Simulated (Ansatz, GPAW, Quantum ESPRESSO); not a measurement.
## CoO: 5 runs at one level of theory

```
Co O
1.0
     0.00000    2.13150    2.13150
     2.13150    0.00000    2.13150
     2.13150    2.13150    0.00000
Co O
1 1
Direct
  0.00000 0.00000 0.00000
  0.50000 0.50000 0.50000
```

Alike in all runs: task band structure; functional PBE; k mesh 11 × 11 × 11; occupations fermi-dirac, width 0.05 eV; collinear spin, ferromagnetic start; no spin-orbit coupling. The measured crystal is an antiferromagnetic insulator; the state found here is the runs' own. Pressure is positive in compression and, in plane waves, holds the error of the finite cutoff, which Ansatz's Pulay term estimates and takes out.

```json
{"program and potentials": "Ansatz, Ansatz PAW polarizable", "plane-wave cutoff (eV)": "420", "notes": "11.5 valence electrons an atom on average; Pulay term of +0.73 GPa included", "pressure (GPa)": "-1.86", "net moment per atom (μB)": "1.46"}
{"program and potentials": "Ansatz, Ansatz PAW", "plane-wave cutoff (eV)": "420", "notes": "11.5 valence electrons an atom on average; Pulay term of +0.73 GPa included", "pressure (GPa)": "-1.85", "net moment per atom (μB)": "1.46"}
{"program and potentials": "Ansatz, all-electron LAPW, scalar-relativistic", "plane-wave cutoff (eV)": "-", "notes": "-", "pressure (GPa)": "-1.92", "net moment per atom (μB)": "1.46"}
{"program and potentials": "Quantum ESPRESSO, PseudoDojo 0.4.1 SR PBE standard", "plane-wave cutoff (eV)": "1306", "notes": "11.5 valence electrons an atom on average", "pressure (GPa)": "-1.98", "net moment per atom (μB)": "1.49"}
{"program and potentials": "GPAW, GPAW PAW data sets (gpaw-data 1.2.1)", "plane-wave cutoff (eV)": "800", "notes": "7.5 valence electrons an atom on average", "pressure (GPa)": "-1.34", "net moment per atom (μB)": "1.46"}
```

The pressure spans -1.98 (Quantum ESPRESSO, PseudoDojo 0.4.1 SR PBE standard) to -1.34 GPa (GPAW, GPAW PAW data sets (gpaw-data 1.2.1)), with all-electron results at -1.92. The net moment per atom spans 1.46 (Ansatz, all-electron LAPW, scalar-relativistic) to 1.49 μB (Quantum ESPRESSO, PseudoDojo 0.4.1 SR PBE standard), with all-electron results at 1.46. The state is the one that the start led to, which needn't be the lowest.

The functional is the same throughout but for its coding, so the spread measures potentials, basis and numerics; runs on potential files found faulty are left out.
